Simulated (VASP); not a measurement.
Computed with PBE GGA, VASP's PBE PAW potentials (set 64) (plane waves; VASP 6.6.1).

Input for VASP

File POSCAR:
```
GeO2
4.3303490
  1.0000000000   0.0000000000   0.0000000000
  0.0000000000   1.0000000000   0.0000000000
  0.0000000000   0.0000000000   0.6519121207
Ge O
2 4
Cart
  0.5000000000   0.5000000000   0.3259560604
  0.0000000000   0.0000000000   0.0000000000
  0.6942300000   0.6942300000   0.0000000000
  0.3057700000   0.3057700000   0.0000000000
  0.8057700000   0.1942300000   0.3259560604
  0.1942300000   0.8057700000   0.3259560604
```

### INCAR
```
! general
SYSTEM  = GeO2
PREC    = Accurate
ENCUT   = 400
LREAL   = F
LASPH   = T

! electronic loop
EDIFF   = 1E-6
NELM    = 100
ALGO    = Normal
LMAXMIX = 4

! smearing
ISMEAR  = -1
SIGMA   = 0.05

! functional
GGA     = PE

! ions
ISIF    = 2

! output
LWAVE   = F
LCHARG  = F
```

**KPOINTS**
```
Regular mesh
0
gamma
2 2 2
```

POTCAR, in this order: Ge_d O (PBE.64 set). Program: vasp_std.

What VASP printed:

**OSZICAR**
```
       N       E                     dE             d eps       ncg     rms          rms(c)
DAV:   1     0.480166001152E+03    0.48017E+03   -0.22832E+04   493   0.394E+03
DAV:   2     0.318993720294E+02   -0.44827E+03   -0.43492E+03   407   0.827E+02
DAV:   3    -0.397490879312E+02   -0.71648E+02   -0.71171E+02   428   0.205E+02
DAV:   4    -0.429178020131E+02   -0.31687E+01   -0.31655E+01   414   0.507E+01
DAV:   5    -0.430010776848E+02   -0.83276E-01   -0.83257E-01   480   0.797E+00    0.152E+01
DAV:   6    -0.372978729220E+02    0.57032E+01   -0.19175E+01   571   0.824E+01    0.503E+00
DAV:   7    -0.373105470051E+02   -0.12674E-01   -0.16088E+00   400   0.750E+00    0.289E+00
DAV:   8    -0.372911990784E+02    0.19348E-01   -0.18146E-01   515   0.674E+00    0.538E-01
DAV:   9    -0.372847557875E+02    0.64433E-02   -0.44203E-02   546   0.368E+00    0.175E-01
DAV:  10    -0.372850665900E+02   -0.31080E-03   -0.30038E-03   569   0.570E-01    0.934E-02
DAV:  11    -0.372851083362E+02   -0.41746E-04   -0.30988E-04   522   0.313E-01    0.174E-02
DAV:  12    -0.372851077691E+02    0.56705E-06   -0.26458E-05   576   0.102E-01    0.323E-03
DAV:  13    -0.372851082079E+02   -0.43876E-06   -0.41045E-06   427   0.176E-02
   1 F= -.37285108E+02 E0= -.37285108E+02  d E =-.680971E-10
```

**OUTCAR**
```
------------------------ aborting loop because EDIFF is reached ----------------------------------------
  FORCE on cell =-STRESS in cart. coord.  units (eV):
  Direction    XX          YY          ZZ          XY          YZ          ZX
  --------------------------------------------------------------------------------------
  Total        4.4583784      4.4583784     11.1399671     -0.0000000      0.0000000      0.0000000
  in kB      134.9365978    134.9365978    337.1605383     -0.0000000      0.0000000      0.0000000
  external PRESSURE =     202.3445779 kB  Pullay stress =       0.0000000 kB
  volume of cell :       52.94
      direct lattice vectors                 reciprocal lattice vectors
     4.330349000  0.000000000  0.000000000     0.230928269  0.000000000  0.000000000
     0.000000000  4.330349000  0.000000000     0.000000000  0.230928269  0.000000000
     0.000000000  0.000000000  2.823007000     0.000000000  0.000000000  0.354232207
 POSITION                                       TOTAL-FORCE (eV/Angst)
 -----------------------------------------------------------------------------------
      2.16517      2.16517      1.41150         0.000000      0.000000     -0.000000
      0.00000      0.00000      0.00000         0.000000      0.000000     -0.000000
      3.00626      3.00626      0.00000         0.321924      0.321924     -0.000000
      1.32409      1.32409      0.00000        -0.321924     -0.321924      0.000000
      3.48927      0.84108      1.41150        -0.321924      0.321924     -0.000000
      0.84108      3.48927      1.41150         0.321924     -0.321924      0.000000
 -----------------------------------------------------------------------------------
    total drift:                                0.000000      0.000000      0.000000
  FREE ENERGIE OF THE ION-ELECTRON SYSTEM (eV)
  ---------------------------------------------------
  free  energy   TOTEN  =       -37.2851082079 eV

  energy  without entropy=      -37.2851082078  energy(sigma->0) =      -37.28510821
```
(Selected blocks of OUTCAR.)

At this cut-off the stress carries a Pulay error, which pulls relaxed volumes low.

The structure comes from a computed database's GeO2 entry; how it stands against other phases isn't given here. The cell was not relaxed at this level. The k-mesh is coarse (spacing up to 1.11 per Å, 2π included), so the numbers may not be converged in it. The run is one of a series of settings (KPOINTS 2×2×2 Γ-centred mesh against the base run), some of them coarse on purpose.
